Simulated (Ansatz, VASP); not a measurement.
**TaN: VASP beside Ansatz**

Contents of INCAR:

```
SYSTEM = TaN
PREC = Accurate ; ENCUT = 520
EDIFF = 1E-6 ; ISMEAR = 0
SIGMA = 0.15 ; LREAL = .FALSE.
LASPH = .TRUE. ; NELM = 100
ALGO = Normal ; ISIF = 2
LWAVE = .FALSE. ; LCHARG = .TRUE.
GGA = PS ; LELF = .TRUE.
LVHAR = .TRUE. ; NBANDS = 15
```

The input KPOINTS:

```
Automatic mesh
0
G
  18 18 16
  0 0 0
```

File POSCAR:

```
TaN
1.0
    2.9971000000      0.0000000000      0.0000000000
   -1.4985500000      2.5955647377      0.0000000000
    0.0000000000      0.0000000000      2.8349000000
Ta N
1 1
Direct
    0.3333333333      0.6666666667      0.5000000000
    0.0000000000      0.0000000000      0.0000000000
```

Input for Ansatz:

```yaml
crystal:
  lattice:
    - [2.9971, 0.0, 0.0]
    - [-1.49855, 2.5955647377, 0.0]
    - [0.0, 0.0, 2.8349]
  atoms:
    - { symbol: Ta, position: [0.3333333333, 0.6666666667, 0.5] }
    - { symbol: "N", position: [0.0, 0.0, 0.0] }
basis:
  ecutwfc: 520.0
kpoints:
  mp_grid: { grid: [18, 18, 16] }
hamiltonian:
  xc: pbesol
scf:
  occupations: { method: gaussian, width: 0.15 }
output:
  forces: true
  stress: true
  eigenvalues: true
```

Alike in both runs: task single point; functional PBEsol; k mesh 18 × 18 × 16; occupations gaussian, width 0.15 eV; no spin polarisation.

|  | VASP | Ansatz |
| --- | --- | --- |
| version | VASP 6.6.1 | Ansatz 0.2.0 |
| potentials or method | VASP PAW PBE potentials, release 64 (Ta_pv, N) | scalar-relativistic, plane waves, PAW |
| plane-wave cutoff (eV) | 520 | 520 |
| valence electrons in the cell | 16 | 18 |

```csv
,VASP,Ansatz,Ansatz less VASP
gap on the k mesh at the Fermi level (eV),none,none,-
pressure (GPa),-10.4,-11.1,-0.69
largest component of the traceless stress (GPa),14.49,14.37,-0.126
```

A gap of «none» marks a metal or a gap that the smearing closes. With one functional, cell and mesh, what is left measures potentials, basis and numerics. The two sets of potentials don't hold the same shells in valence.

Caveats: the PAW data sets were made with another functional, which shifts forces and pressure a little (VASP). The runs have no spin-orbit coupling, so splittings on Ta are missing.
